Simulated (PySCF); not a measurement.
**Static response to an electric field**

C3H8S.
Structure used (GFN2-xTB), in Å, numbered top down from 1:
```
atom  x, y, z in Å
C1    -1.566   -0.178   -0.020
C2    -0.090   -0.544    0.070
C3     0.791    0.638   -0.301
S4     2.570    0.227   -0.229
H5    -1.827    0.124   -1.031
H6    -1.798    0.645    0.654
H7    -2.182   -1.030    0.255
H8     0.127   -1.377   -0.602
H9     0.145   -0.866    1.088
H10    0.617    1.491    0.356
H11    0.620    0.945   -1.333
H12    2.594   -0.076    1.068
```

The species is `CCCS` (C3H8S).

Level: CAM-B3LYP/def2-SVPD (PySCF), static field, nuclei fixed, core orbitals frozen in the response. The polarisability tensor in these axes (au):

```
x   72.80  1.04  0.52
y    1.04 54.75 -0.75
z    0.52 -0.75 52.62
```

**Question.** Diagonalise the tensor; give its mean and Δα, where Δα² is half the sum of the squared differences of the eigenvalues.

**Answer.** Principal values 52.35, 54.95 and 72.87 au; mean 60.06 au = 8.90 Å³ = 9.90 × 10⁻⁴⁰ C²·m²/J; Δα = 19.36 au (32 % of the mean).

**Question.** What is the dipole moment, and where does it point?

**Answer.** (-1.70, 0.02, 0.66) D, 1.82 D in size, pointing from the negative to the positive side. Measured along this direction, the outermost atoms are S4 at the negative end and H7 at the positive end.

**Question.** What are the principal values of the traceless quadrupole moment, Θ = ½Σq(3rr − r²1), about the centre of nuclear charge?

**Answer.** -4.75, -0.58, 5.33 D·Å. The values depend on the origin, since the dipole doesn't vanish. The electronic extent ⟨r²⟩ about the same centre is 560 bohr², a root-mean-square distance of 1.93 Å for the 42 electrons.

**Question.** Sum over states: ᾱ = Σ f/ω², ω in Eh. What share falls to these 8 lowest TDDFT singlets (eV, f)? 5.50, 0.0066; 6.18, 0.0334; 7.11, 0.0139; 7.36, 0.0197; 7.50, 0.0154; 8.16, 0.0241; 8.31, 0.0170; 8.36, 0.1068.

**Answer.** They add up to 3.07 au, 5.1 % of the 60.06 au; the largest single term is 1.13 au, from the state at 8.36 eV. Terms in order: 0.16, 0.65, 0.20, 0.27, 0.20, 0.27, 0.18, 1.13 au. Higher excitations give the rest. The strengths listed sum to 0.237.

**Question.** Along which axes do the principal values lie, and how far do the nuclei extend along each?

**Answer.** Largest value along (1.00, 0.06, 0.02), where the nuclei span 4.84 Å; middle along (-0.05, 0.95, -0.32), 2.46 Å; least along (-0.04, 0.31, 0.95), 1.90 Å. The response follows the extents in order.

The structure is a single GFN2-xTB conformer in the gas phase; no vibrational or solvent corrections.
